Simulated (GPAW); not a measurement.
# CdO2 (P-3m1) in GPAW: notebook

The runs below take CdO2 through single point, with PBEsol.

All numbers are computed with GPAW 26.7.0; they aren't measurements. Logs are shortened: lines on timing, memory, paths and dates and some standing lists are left out, and cuts for length are marked. The log counts tension as positive stress, the text compression.

### 1 The structure

The structure is trigonal, space group P-3m1 (No. 164). Conventional cell: a = 3.476 Å, b = 3.476 Å, c = 3.982 Å, α = 90.00°, β = 90.00°, γ = 120.00°. Around Cd (site symmetry -3m) lie 6 O at 2.23 Å. O (site symmetry 3m) is surrounded by 3 Cd at 2.23 Å.

The cell comes from a database or a generator and needn't be the stable form of this composition.

### 2 Single point, PBEsol, 13.89 Å³/atom

run.py reads:

```python
from ase import Atoms
from ase.dft.bandgap import bandgap
from ase.io import write
from ase.units import GPa
from gpaw import GPAW, PW, setup_paths

setup_paths.insert(0, '.')

atoms = Atoms(['Cd', 'O', 'O'],
              cell=[[3.4762295762, 0.0, 0.0],
                    [-1.7381147881, 3.0105031223, 0.0],
                    [0.0, 0.0, 3.98215296]],
              scaled_positions=[[0.0, 0.0, 0.0],
                                [0.3333333333, 0.6666666667, 0.244219],
                                [0.6666666667, 0.3333333333, 0.755781]],
              pbc=True)

calc = GPAW(mode=PW(800),
            xc='PBEsol',
            kpts={'size': (8, 8, 6), 'gamma': True},
            occupations={'name': 'fermi-dirac', 'width': 0.05},
            nbands=22,
            convergence={'density': 1e-05, 'energy': 1e-05},
            maxiter=150,
            txt='gpaw.txt')
atoms.calc = calc
energy = atoms.get_potential_energy()
forces = atoms.get_forces()
stress = atoms.get_stress()
calc.write('gs.gpw')
write('result.traj', atoms)
print(f'Energy: {energy:.6f} eV')
print('Forces (eV/A):')
print(forces.round(4))
print('Stress (GPa):', (stress / GPa).round(3))
print('Fermi level:', round(calc.get_fermi_level(), 4), 'eV')
print(f'Gap: {bandgap(calc)[0]:.4f} eV, direct: {bandgap(calc, direct=True)[0]:.4f} eV')
```

Potentials or basis: PAW data sets generated in the run's folder for this functional, pw.

On the command line:

```bash
$ gpaw-setup -f PBEsol Cd O
$ OMP_NUM_THREADS=1 python run.py
```

gpaw.txt:

```text
__  _  _
 | _ |_)|_||  |
 |__||  | ||/\| - 26.7.0

Input parameters:
  mode=PW(ecut=800.0),
  convergence={'density': 1e-05, 'energy': 1e-05},
  kpts=MonkhorstPack(size=(8, 8, 6), gamma=True),
  maxiter=150,
  nbands=22,
  occupations=Occupations(name='fermi-dirac', width=0.05),
  xc=XC(name='PBEsol')

Diagonalizing LCAO Hamiltonian
Converting LCAO to pw mode

            O

         O

       Cd

Atoms  # Å, Bohr magnetons
|   | symbol |         x |        y |        z |    initial magnetic moments |
|---|--------|-----------|----------|----------|-----------------------------|
| 0 |     Cd |  0.000000 | 0.000000 | 0.000000 | ( 0.0000,  0.0000,  0.0000) |
| 1 |      O | -0.000000 | 2.007002 | 0.972517 | ( 0.0000,  0.0000,  0.0000) |
| 2 |      O |  1.738115 | 1.003501 | 3.009636 | ( 0.0000,  0.0000,  0.0000) |

Unit cell  # Å
| periodic |         x |        y |        z |  lengths |     angles |
|----------|-----------|----------|----------|----------|------------|
|      yes |  3.476230 | 0.000000 | 0.000000 | 3.476230 |  90.000000 |
|      yes | -1.738115 | 3.010503 | 0.000000 | 3.476230 |  90.000000 |
|      yes |  0.000000 | 0.000000 | 3.982153 | 3.982153 | 120.000000 |

Number of symmetries: 12
Symmetry operations  # r_c * U_cc + t_c -> r_c
|    | kind |            matrix            |
|----|------|------------------------------|
|  0 |  σ   |  1, 1, 0,  0,-1, 0,  0, 0, 1 |
|  1 |  S6  |  1, 1, 0, -1, 0, 0,  0, 0,-1 |
|  2 |  E   |  1, 0, 0,  0, 1, 0,  0, 0, 1 |
|  3 |  C2  |  1, 0, 0, -1,-1, 0,  0, 0,-1 |
|  4 |  C2  |  0, 1, 0,  1, 0, 0,  0, 0,-1 |
|  5 |  C3  |  0, 1, 0, -1,-1, 0,  0, 0, 1 |
|  6 |  S6  |  0,-1, 0,  1, 1, 0,  0, 0,-1 |
|  7 |  σ   |  0,-1, 0, -1, 0, 0,  0, 0, 1 |
|  8 |  σ   | -1, 0, 0,  1, 1, 0,  0, 0, 1 |
|  9 |  i   | -1, 0, 0,  0,-1, 0,  0, 0,-1 |
| 10 |  C3  | -1,-1, 0,  1, 0, 0,  0, 0, 1 |
| 11 |  C2  | -1,-1, 0,  0, 1, 0,  0, 0,-1 |

BZ-sampling:
  Number of BZ points: 384
  Number of IBZ points: 50

  Monkhorst-Pack size: [8, 8, 6]
  Monkhorst-Pack shift: [0.0625, 0.0625, 0.08333333333333333]

K-points  # in reciprocal-cell coordinates
|     |                                coordinates |     weight |
|-----|--------------------------------------------|------------|
|   0 | (  0.00000000,   0.00000000,   0.00000000) | 0.00260417 |
|   1 | (  0.00000000,   0.00000000,   0.16666667) | 0.00520833 |
|   2 | (  0.00000000,   0.00000000,   0.33333333) | 0.00520833 |
|   3 | (  0.00000000,   0.00000000,   0.50000000) | 0.00260417 |
|   4 | (  0.12500000,   0.00000000,  -0.33333333) | 0.01562500 |
|   5 | (  0.12500000,   0.00000000,  -0.16666667) | 0.01562500 |
|   6 | (  0.12500000,   0.00000000,   0.00000000) | 0.01562500 |
|   7 | (  0.12500000,   0.00000000,   0.16666667) | 0.01562500 |
|   8 | (  0.12500000,   0.00000000,   0.33333333) | 0.01562500 |
|   9 | (  0.12500000,   0.00000000,   0.50000000) | 0.01562500 |
| ... |                                            |            |
|  49 | (  0.50000000,   0.50000000,   0.50000000) | 0.00781250 |

Plane wave coefficients: 2158
Cutoff: 800.0 eV

Spin-components: 1 (collinear spins)
Bands:           22
Projectors:      16
Spin-degeneracy: 2
Datatype:        complex128

Parallelization:
  kpt:    1
  domain: 1
  band:   1

Density:
  Valence electrons: 24.0
  Components: 1
  Grid points: [24 24 27]
  Charge: 0.0  # |e|

Potential:
  Grid points: [24 24 27]

species:
  Cd:
    name:    Cadmium
    Z:       48.0
    valence: 12
    core:    36
    charge:  0.0  # [|e|]
    compensation charges:
      type: gauss
      rc: 0.38  # [Å]
      lmax: 2
    cutoffs:
      filter: 2.12  # [Å]
      core: 2.62  # [Å]
    projectors
    | kind |    occ | energy [eV] | rcut [Å] |
    |------|--------|-------------|----------|
    |   5s |  2.000 |      -5.696 |    1.191 |
    |   5p |  0.000 |      -1.145 |    1.228 |
    |   4d | 10.000 |     -11.735 |    1.164 |
    |    s |        |      21.516 |    1.191 |
    |    p |        |      26.066 |    1.228 |
    |    d |        |      15.476 |    1.164 |

    Using partial waves for Cd as LCAO basis

  O:
    name:    Oxygen
    Z:       8.0
    valence: 6
    core:    2
    charge:  0.0  # [|e|]
    compensation charges:
      type: gauss
      rc: 0.21  # [Å]
      lmax: 2
    cutoffs:
      filter: 1.17  # [Å]
      core: 0.83  # [Å]
    projectors
    | kind |    occ | energy [eV] | rcut [Å] |
    |------|--------|-------------|----------|
    |   2s |  2.000 |     -23.808 |    0.688 |
    |   2p |  4.000 |      -8.972 |    0.598 |
    |    s |        |       3.404 |    0.688 |
    |    p |        |      18.239 |    0.598 |
    |    d |        |       0.000 |    0.619 |

    Using partial waves for O as LCAO basis

Reference energy: -156170.244223  # eV

eigensolver:
  PPCG
  Converge bands: occupied
  niter=2

density mixing:
  MSR1-Mixer
  Pratt-step length: 0.05
  Maximum mixing coefficient: 0.75
  Old densities: 10
  SVD Regularization: 0.005
  Good broyden scale: 1.0
  Trust region scale: 1.0
  Backstep threshold: 4.0
  History deletion threshold: 6.0
  Fourier metric: weight=20.0, sigma=0.015

occupation numbers:
  Fermi-Dirac:
    width: 0.0500  # eV

poisson solver:
  ecut: 6400.0  # eV

xc functional:
  name: PBEsol with 2 nearest neighbor stencil

convergence criteria:
- Maximum integral of absolute [dens]ity change: 1e-05 electrons / valence electron
- Maximum [total energy] change in last 3 cyles: 1e-05 eV / valence electron
- Maximum integral of absolute [eigenst]ate change: 4e-08 eV^2 / valence electron
maximum number of iterations: 150

SCF iterations
|iter     | |      energy | eigst |  dens |
|---------|-|-------------|-------|-------|
|iter:   1| |  -13.872775 | -0.36 |       |
|iter:   2| |  -13.159342 | -2.09 | -0.96 |
|iter:   3| |  -12.115567 | -1.58 | -1.06 |
|iter:   4| |  -12.066141 | -3.18 | -1.48 |
|iter:   5| |  -12.053859 | -3.36 | -1.67 |
|iter:   6| |  -12.053343 | -4.35 | -2.38 |
|iter:   7| |  -12.053372 | -5.85 | -3.05 |
|iter:   8| |  -12.053377c| -6.94 | -3.55 |
|iter:   9| |  -12.053378c| -7.81c| -4.17 |
|iter:  10| |  -12.053378c| -8.16c| -4.90 |
|iter:  11| |  -12.053378c| -8.81c| -5.36c|

Converged in 11 steps
Energy contributions relative to reference atoms: (reference = -156170.244223)

Energy contributions:
  Kinetic:          13.282344
  Coulomb:         -13.645672
  Zero:              0.462986
  External:          0.000000
  Xc:              -12.134449
  Entropy:          -0.037173
  Spinorbit:         0.000000
  ----------------------------
  Free energy:     -12.071965
  Extrapolated:    -12.053378

dipole moment: (-5.723770, -9.913861, -13.113592)  # |e|*Ang

Fermi level: 2.649
Eigenvalues  # (at kpt = [0.000, 0.000, 0.000])
| band index |      eig [eV] | occ [0-2] |
|------------|---------------|-----------|
|          0 |       -14.636 |     2.000 |
|        ... |               |           |
|          4 |        -4.304 |     2.000 |
|          5 |        -3.630 |     2.000 |
|          6 |        -3.630 |     2.000 |
|          7 |         0.499 |     2.000 |
|          8 |         1.609 |     2.000 |
|          9 |         1.609 |     2.000 |
[... 8 lines left out ...]
|         18 |        20.884 |     0.000 |
|         19 |        22.372 |     0.000 |
|        ... |               |           |
|         21 |        22.415 |     0.000 |

No gap
No difference between direct/indirect transitions

Forces  # eV/Ang
|        x |        y |        z |
|----------|----------|----------|
|  0.00000 | -0.00000 |  0.00000 |  # Cd   0
|  0.00000 |  0.00000 | -0.10237 |  # O    1
| -0.00000 | -0.00000 |  0.10237 |  # O    2

Stress tensor  # eV/Ang^3
|         x |         y |         z |
|-----------|-----------|-----------|
|  0.066880 | -0.000000 |  0.000000 |
| -0.000000 |  0.066880 | -0.000000 |
|  0.000000 | -0.000000 |  0.047040 |

# Writing to gs.gpw (mode='')
```

Run time: 43 s. Hardware: 1 thread of Arm Neoverse V2, shared host; peak memory 0.2 GiB.

Results:

- Free energy: -12.0720 eV
- Pressure: -9.7 GPa
- Largest force: 0.102 eV/Å
- Band gap on the k mesh: none (metal or under the smearing width)

Caveat: the density grid can change from cell to cell, which puts small steps into energies and stress.

### 3 Single point, PBEsol, 14.18 Å³/atom

Edit run.py of step 2 so:

```diff
@@ -11,3 +11,3 @@
                     [-1.7381147881, 3.0105031223, 0.0],
-                    [0.0, 0.0, 3.98215296]],
+                    [0.0, 0.0, 4.06511448]],
               scaled_positions=[[0.0, 0.0, 0.0],
```

Potentials or basis: PAW data sets generated in the run's folder for this functional, pw.

On the command line:

```bash
$ gpaw-setup -f PBEsol Cd O
$ OMP_NUM_THREADS=1 python run.py
```

It took 43 s on 1 thread of Arm Neoverse V2, shared host; peak memory 0.2 GiB.

Results (log left out):

| Property | Result |
| --- | --- |
| Free energy | -12.0290 eV |
| Pressure | -10.5 GPa |
| Largest force | 0.227 eV/Å |
| Band gap on the k mesh | none (metal or under the smearing width) |

Caveat: the density grid can change from cell to cell, which puts small steps into energies and stress.
